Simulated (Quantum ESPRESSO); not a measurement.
# Ge (I4_1/amd) in Quantum ESPRESSO: single point with PBE

Aim: the single point of Ge with PBE.

Everything below comes from runs of Quantum ESPRESSO 7.5. Logs are shortened: lines on timing, memory, paths and dates and some standing lists are left out, and cuts for length are marked.

### 1 The crystal as given

The structure is tetragonal, space group I4_1/amd (No. 141). The conventional cell has a = 4.124 Å, b = 4.124 Å, c = 5.664 Å, α = 90.00°, β = 90.00°, γ = 90.00°. Around Ge (site symmetry -4m2) lie 4 Ge at 2.50 Å.

### 2 Single point, PBE

pw.in reads:

```
&CONTROL
  calculation = 'scf'
  prefix = 'pwscf'
  outdir = './tmp'
  pseudo_dir = './pseudo'
  tprnfor = .true.
  tstress = .true.
  disk_io = 'nowf'
/
&SYSTEM
  ibrav = 0
  nat = 2
  ntyp = 1
  ecutwfc = 78
  nbnd = 21
  occupations = 'smearing'
  smearing = 'gaussian'
  degauss = 0.00073499
/
&ELECTRONS
  conv_thr = 4d-10
  electron_maxstep = 120
  mixing_beta = 0.5
/
ATOMIC_SPECIES
Ge    72.6300 Ge.upf
CELL_PARAMETERS angstrom
   0.0000000000    2.9163750000    2.8320600000
   2.9163750000    0.0000000000    2.8320600000
   2.9163750000    2.9163750000    0.0000000000
ATOMIC_POSITIONS crystal
Ge     0.0000000000    0.0000000000    0.0000000000
Ge     0.2500000000    0.2500000000    0.2500000000
K_POINTS automatic
10 10 10 0 0 0
```

Potentials or basis: PseudoDojo 0.4.1 SR PBE standard.

Started as:

```console
OMP_NUM_THREADS=1 pw.x -in pw.in > pw.out
```

pw.out:

```text
This program is part of the open-source Quantum ESPRESSO suite
     for quantum simulation of materials; please cite
[... 9 lines left out ...]
     --------------------
     sticks:   dense  smooth     PW     G-vecs:    dense   smooth      PW
     Sum        1277    1277    375                30211    30211    4845

     Using Slab Decomposition

     bravais-lattice index     =            0
     lattice parameter (alat)  =       7.6821  a.u.
     unit-cell volume          =     325.0991 (a.u.)^3
     number of atoms/cell      =            2
     number of atomic types    =            1
     number of electrons       =        28.00
     number of Kohn-Sham states=           21
     kinetic-energy cutoff     =      78.0000  Ry
     charge density cutoff     =     312.0000  Ry
     scf convergence threshold =      4.0E-10
     mixing beta               =       0.5000
     number of iterations used =            8  plain     mixing
     Exchange-correlation= PBE
                           (   1   4   3   4   0   0   0)

     celldm(1)=   7.682104  celldm(2)=   0.000000  celldm(3)=   0.000000
     celldm(4)=   0.000000  celldm(5)=   0.000000  celldm(6)=   0.000000

     crystal axes: (cart. coord. in units of alat)
               a(1) = (   0.000000   0.717401   0.696660 )
               a(2) = (   0.717401   0.000000   0.696660 )
               a(3) = (   0.717401   0.717401   0.000000 )

     reciprocal axes: (cart. coord. in units 2 pi/alat)
               b(1) = ( -0.696960  0.696960  0.717710 )
               b(2) = (  0.696960 -0.696960  0.717710 )
               b(3) = (  0.696960  0.696960 -0.717710 )

     PseudoPot. # 1 for Ge read from file:
     Ge.upf
     Pseudo is Norm-conserving + core correction, Zval = 14.0
     Generated using ONCVPSP code by D. R. Hamann
     Using radial grid of 1560 points,  6 beta functions with:
                l(1) =   0
                l(2) =   0
                l(3) =   1
                l(4) =   1
                l(5) =   2
                l(6) =   2

     atomic species   valence    mass     pseudopotential
     Ge               14.00    72.63000     Ge( 1.00)

     16 Sym. Ops., with inversion, found ( 8 have fractional translation)

   Cartesian axes

     site n.     atom                  positions (alat units)
         1        Ge     tau(   1) = (   0.0000000   0.0000000   0.0000000  )
         2        Ge     tau(   2) = (   0.3587005   0.3587005   0.3483302  )

     number of k points=   102  Gaussian smearing, width (Ry)=  0.0007

     Number of k-points >= 100: set verbosity='high' to print them.

     Dense  grid:    30211 G-vectors     FFT dimensions: (  48,  48,  48)

     Initial potential from superposition of free atoms

     starting charge      27.9984, renormalised to      28.0000
     Starting wfcs are   18 randomized atomic wfcs +    3 random wfcs

     Self-consistent Calculation

     iteration #  1     ecut=    78.00 Ry     beta= 0.50
     Davidson diagonalization with overlap
     ethr =  1.00E-02,  avg # of iterations =  5.2

     Threshold (ethr) on eigenvalues was too large:
     Diagonalizing with lowered threshold

     Davidson diagonalization with overlap
     ethr =  1.08E-04,  avg # of iterations =  3.5

     total energy              =    -357.28488881 Ry
     estimated scf accuracy    <       0.03074630 Ry

     iteration #  2     ecut=    78.00 Ry     beta= 0.50
     Davidson diagonalization with overlap
     ethr =  1.10E-04,  avg # of iterations =  1.0

     total energy              =    -357.28463037 Ry
     estimated scf accuracy    <       0.00607964 Ry

     iteration #  3     ecut=    78.00 Ry     beta= 0.50
     Davidson diagonalization with overlap
     ethr =  2.17E-05,  avg # of iterations =  2.0

     total energy              =    -357.28492949 Ry
     estimated scf accuracy    <       0.00007947 Ry

     iteration #  4     ecut=    78.00 Ry     beta= 0.50
     Davidson diagonalization with overlap
     ethr =  2.84E-07,  avg # of iterations =  4.8

     total energy              =    -357.28494501 Ry
     estimated scf accuracy    <       0.00000612 Ry

     iteration #  5     ecut=    78.00 Ry     beta= 0.50
     Davidson diagonalization with overlap
     ethr =  2.19E-08,  avg # of iterations =  1.3

     total energy              =    -357.28494515 Ry
     estimated scf accuracy    <       0.00000064 Ry

     iteration #  6     ecut=    78.00 Ry     beta= 0.50
     Davidson diagonalization with overlap
     ethr =  2.29E-09,  avg # of iterations =  2.0

     total energy              =    -357.28494543 Ry
     estimated scf accuracy    <       0.00000018 Ry

     iteration #  7     ecut=    78.00 Ry     beta= 0.50
     Davidson diagonalization with overlap
     ethr =  6.46E-10,  avg # of iterations =  2.0

     total energy              =    -357.28494545 Ry
     estimated scf accuracy    <          3.0E-09 Ry

     iteration #  8     ecut=    78.00 Ry     beta= 0.50
     Davidson diagonalization with overlap
     ethr =  1.09E-11,  avg # of iterations =  2.5

     total energy              =    -357.28494546 Ry
     estimated scf accuracy    <          1.8E-09 Ry

     iteration #  9     ecut=    78.00 Ry     beta= 0.50
     Davidson diagonalization with overlap
     ethr =  6.38E-12,  avg # of iterations =  2.0

     End of self-consistent calculation

     Number of k-points >= 100: set verbosity='high' to print the bands.

     the Fermi energy is     8.6546 ev

!    total energy              =    -357.28494546 Ry
     estimated scf accuracy    <          2.7E-11 Ry
     smearing contrib. (-TS)   =      -0.00000000 Ry
     internal energy E=F+TS    =    -357.28494546 Ry

     The total energy is F=E-TS. E is the sum of the following terms:
     one-electron contribution =    -189.70629675 Ry
     hartree contribution      =     113.16375124 Ry
     xc contribution           =     -87.25681312 Ry
     ewald contribution        =    -193.48558683 Ry

     convergence has been achieved in   9 iterations

     Forces acting on atoms (cartesian axes, Ry/au):

     atom    1 type  1   force =     0.00000000    0.00000000    0.00000000
     atom    2 type  1   force =     0.00000000    0.00000000    0.00000000

     Total force =     0.000000     Total SCF correction =     0.000000

     Computing stress (Cartesian axis) and pressure

          total   stress  (Ry/bohr**3)                   (kbar)     P=       -4.20
  -0.00007069   0.00000000   0.00000000          -10.40        0.00        0.00
   0.00000000  -0.00007069  -0.00000000            0.00      -10.40       -0.00
  -0.00000000   0.00000000   0.00005575           -0.00        0.00        8.20

=------------------------------------------------------------------------------=
   JOB DONE.
=------------------------------------------------------------------------------=
```

It took 4.1 min on 1 thread of AMD EPYC, shared host; peak memory 0.18 GiB.

What came out:

| Quantity | Value |
| --- | --- |
| Free energy | -4861.1093 eV |
| Pressure | -0.4 GPa |
| Band gap on the k mesh | 0.06 eV, indirect (least direct gap 0.21 eV) |
